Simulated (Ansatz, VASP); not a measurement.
**C: VASP beside Ansatz**

The input INCAR:

```
SYSTEM = C
ALGO     = Normal         ! electronic algorithm
EDIFF    = 1E-6           ! SCF threshold, eV
ENCUT    = 520            ! plane-wave cutoff, eV
GGA      = PE             ! functional
ISIF     = 2              ! what is computed and relaxed
ISMEAR   = 0              ! smearing method
LASPH    = .TRUE.         ! aspherical terms in the spheres
LCHARG   = .FALSE.        ! write CHGCAR
LREAL    = .FALSE.        ! projectors in reciprocal space
LWAVE    = .FALSE.        ! write WAVECAR
NBANDS   = 26             ! bands
NELM     = 100            ! most SCF steps
PREC     = Accurate       ! precision mode
SIGMA    = 0.05           ! smearing width, eV
```

The input KPOINTS:

```
k-points
0
G
  6 6 6
  0 0 0
```

POSCAR

```
C
1.0
    3.5668000000      0.0000000000      0.0000000000
    0.0000000000     -3.5668000000      0.0000000000
    0.0000000000      0.0000000000     -3.5668000000
C
8
Direct
    0.5000000000      0.0000000000     -0.0756981047
    0.0000000000      0.5000000000      0.0000000000
    0.0000000000      0.0000000000      0.5000000000
    0.5000000000      0.5000000000      0.5000000000
    0.7500000000      0.7500000000      0.7500000000
    0.2500000000      0.2500000000      0.7500000000
    0.2500000000      0.7500000000      0.2500000000
    0.7500000000      0.2500000000      0.2500000000
```

Input for Ansatz:

```yaml
crystal:
  lattice:
    - [3.5668, 0.0, 0.0]
    - [0.0, -3.5668, 0.0]
    - [0.0, 0.0, -3.5668]
  atoms:
    - { symbol: C, position: [0.5, 0.0, -0.0756981047] }
    - { symbol: C, position: [0.0, 0.5, 0.0] }
    - { symbol: C, position: [0.0, 0.0, 0.5] }
    - { symbol: C, position: [0.5, 0.5, 0.5] }
    - { symbol: C, position: [0.75, 0.75, 0.75] }
    - { symbol: C, position: [0.25, 0.25, 0.75] }
    - { symbol: C, position: [0.25, 0.75, 0.25] }
    - { symbol: C, position: [0.75, 0.25, 0.25] }
basis:
  ecutwfc: 420
kpoints:
  mp_grid: { grid: [6, 6, 6] }
hamiltonian:
  xc: pbe
scf:
  occupations: { method: gaussian, width: 0.05 }
output:
  forces: true
  stress: true
  eigenvalues: true
```

Alike in both runs: task single point; functional PBE; k mesh 6 × 6 × 6; occupations gaussian, width 0.05 eV; no spin polarisation.

|  | VASP | Ansatz |
| --- | --- | --- |
| version | VASP 6.6.1 | Ansatz 0.2.0 |
| potentials or method | VASP PAW PBE potentials, release 64 (C) | scalar-relativistic, plane waves, PAW |
| plane-wave cutoff (eV) | 520 | 420 |
| valence electrons in the cell | 32 | 32 |

|  | VASP | Ansatz | Ansatz less VASP |
| --- | --- | --- | --- |
| gap on the k mesh at the Fermi level (eV) | 2.16 | 2.16 | +0.003 |
| least direct gap on the mesh (eV) | 2.16 | 2.16 | +0.003 |
| pressure (GPa) | 9.8 | 9.1 | -0.68 |
| largest component of the traceless stress (GPa) | 4.80 | 4.73 | -0.069 |
| rms of the force components (eV/Å) | 2.633 | 2.624 | -0.0084 |

Atom by atom the forces differ by 0.012 eV/Å (rms over components). The functional is the same, so the differences come from potentials, cutoffs and numerics.

Caveats: forces of over 1 eV/Å show positions far from the minimum, so gaps and moduli don't describe the material at rest.
